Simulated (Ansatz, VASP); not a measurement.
BN in VASP and in Ansatz

```
B N
1.0
     0.00000    1.83524    1.75327
     1.83524    0.00000    1.75327
     1.83524    1.83524    0.00000
B N
1 1
Cartesian
  0.0000 0.0000 0.0000
  2.7529 2.7529 2.6299
```

Change from the starting cell: z stretched by -3 % at fixed volume.

Alike in both runs: task single point; functional PBE; k mesh 13 × 13 × 13; occupations fermi-dirac, width 0.03 eV; no spin polarisation.

|  | VASP | Ansatz |
| --- | --- | --- |
| version | VASP 6.6.1 | Ansatz 0.2.0 |
| potentials or method | VASP PAW PBE potentials, release 64 (B, N), cutoff 520 eV | all-electron LAPW, scalar-relativistic |

|  | VASP | Ansatz | Ansatz less VASP |
| --- | --- | --- | --- |
| gap on the k mesh at the Fermi level (eV) | 3.76 | 3.77 | +0.008 |
| pressure (GPa) | 3.2 | 3.0 | -0.26 |
| largest component of the traceless stress (GPa) | 17.54 | 17.56 | +0.018 |

Ansatz ran all-electron here, so the differences hold the error of VASP's frozen core and of both bases.

Caveats: an odd mesh through Γ misses points on the zone boundary, where band edges often lie.
